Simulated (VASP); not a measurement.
The system is TiC.

```
Ti C
1.0
     3.04209    0.00000    0.00000
    -1.52104    2.63452    0.00000
     0.00000    0.00000    2.69797
Ti C
1 1
Direct
  0.00000 0.00000 0.50000
  0.33333 0.66667 0.00000
```

The cell was built by a generator and needn't be a form met in nature.

* Program: VASP 6.6.1
* Task: relaxation of cell and atoms
* Functional: BLYP
* Potentials or basis: VASP PAW PBE potentials, release 64 (Ti_sv, C)
* Cutoff: 600 eV
* k mesh: 10 × 10 × 10
* Occupations: fermi-dirac, width 0.05 eV
* Spin: no spin polarisation

At the start: pressure 7.3 GPa; volume 10.81 Å³/atom.

Question: Where does the relaxation end?

Answer: Over 8 steps the energy falls by 8.6 meV/atom and the volume is 11.19 Å³/atom (+3.5 %); space group P-6m2 (No. 187, to 0.05 Å).

Step by step:
| step | energy change (eV) | largest force (eV/Å) | pressure (GPa) | volume (Å³) |
| --- | --- | --- | --- | --- |
| 1 | 0.0000 | 0.0001 | 7.30 | 21.62 |
| 2 | 0.0015 | 0.0000 | -6.76 | 23.20 |
| 3 | -0.0166 | 0.0001 | -0.08 | 22.38 |
| 4 | -0.0166 | 0.0001 | 0.04 | 22.36 |
| 5 | -0.0170 | 0.0000 | 0.11 | 22.38 |
| 6 | -0.0171 | 0.0000 | 0.14 | 22.39 |
| 7 | -0.0171 | 0.0000 | 0.10 | 22.39 |
| 8 | -0.0171 | 0.0000 | 0.03 | 22.39 |

Final structure:
```xyz
2
Lattice="3.0855 0.0000 0.0000 -1.5428 2.6721 0.0000 0.0000 0.0000 2.7154" Properties=species:S:1:pos:R:3 pbc="T T T"
Ti    3.0855    0.0000    1.3577
C     0.0000    1.7814    0.0000
```

Caveat: the PAW data sets were made with another functional, which shifts forces and pressure a little.
